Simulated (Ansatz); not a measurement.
# Levels at Γ against strain in MoS₂

```yaml
crystal:
  lattice:
    - [3.16100, 0.00000, 0.00000]
    - [-1.58050, 2.73751, 0.00000]
    - [0.00000, 0.00000, 12.29500]
  atoms:
    - { symbol: Mo, position: [0.33333, 0.66667, 0.25000] }
    - { symbol: Mo, position: [0.66667, 0.33333, 0.75000] }
    - { symbol: S, position: [0.33333, 0.66667, 0.62750] }
    - { symbol: S, position: [0.66667, 0.33333, 0.12750] }
    - { symbol: S, position: [0.33333, 0.66667, 0.87250] }
    - { symbol: S, position: [0.66667, 0.33333, 0.37250] }
```

Atom numbers follow the list: Mo1, Mo2, S3, S4, S5, S6.

The cell comes from COD entry 9007660, which wasn't checked; take it as a given geometry.

The calculation used DFT, PBE, all-electron LAPW, scalar-relativistic in Ansatz 0.2.0.

Sampling and basis: a Γ-centred 10×10×3 k mesh, Fermi–Dirac smearing of 0.03 eV, basis error target 1 meV/atom, no spin polarisation.

The strain is applied along the Cartesian axes of the cell as listed (the other components stay zero). Fractional coordinates are held (clamped ions).

Only quantities that a quadratic follows smoothly over the whole series are listed; rougher ones are left out.

```
    εzz  direct gap at Γ (eV)
-0.0300                 1.732
-0.0100                 1.900
 0.0000                 1.981
 0.0100                 2.060
 0.0200                 2.137
 0.0300                 2.212
```

(1) Fit the series and give the slopes at zero strain.

(2) One run, at εzz = -0.0200, is withheld. Predict its row.

Answers

(1) Least-squares fits y = p0 + p1 x + p2 x² to the rows give direct gap at Γ (eV): p1 = 8, p2 = -10.

(2) The fits give 1.817; the run gave 1.817.
